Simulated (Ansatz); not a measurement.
The system is Sn.

```xyz
1
Lattice="-1.7265 1.7755 2.3383 1.7265 -1.7755 2.3383 1.7265 1.7755 -2.3383" Properties=species:S:1:pos:R:3 pbc="T T T"
Sn    0.0000    0.0000    0.0000
```

This isn't the form of Sn at room conditions, which is tetragonal (white tin).

```yaml
Program: Ansatz 0.2.0
Task: relaxation of cell and atoms
Functional: PBE
Potentials_or_basis: Ansatz PAW
Cutoff: "420 eV (not typed: the program's choice for these potentials)"
k_mesh: 11 × 11 × 11
Occupations: fermi-dirac, width 0.05 eV
Spin: no spin polarisation
```

At the start: volume 28.67 Å³/atom.

**Question.** Where does the relaxation end?

**Answer.** It ends after 5 steps and the volume is 28.05 Å³/atom (-2.2 %); space group I4/mmm (No. 139, to 0.05 Å).

The path:
```
step  energy change (eV)  largest force (eV/Å)  volume (Å³)
   1              0.0000                0.0000        28.67
   2             -0.0046                0.0000        28.02
   3             -0.0051                0.0000        27.99
   4             -0.0052                0.0000        28.05
   5             -0.0051                0.0000        28.05
```

Final structure:
```
Sn
1.0
    -1.72712    1.72706    2.35082
     1.72712   -1.72706    2.35082
     1.72712    1.72706   -2.35082
Sn
1
Direct
  0.00000 0.00000 0.00000
```

Caveat: the plane-wave basis is chosen anew once the cell has moved, so the energies of steps on either side of that aren't comparable.
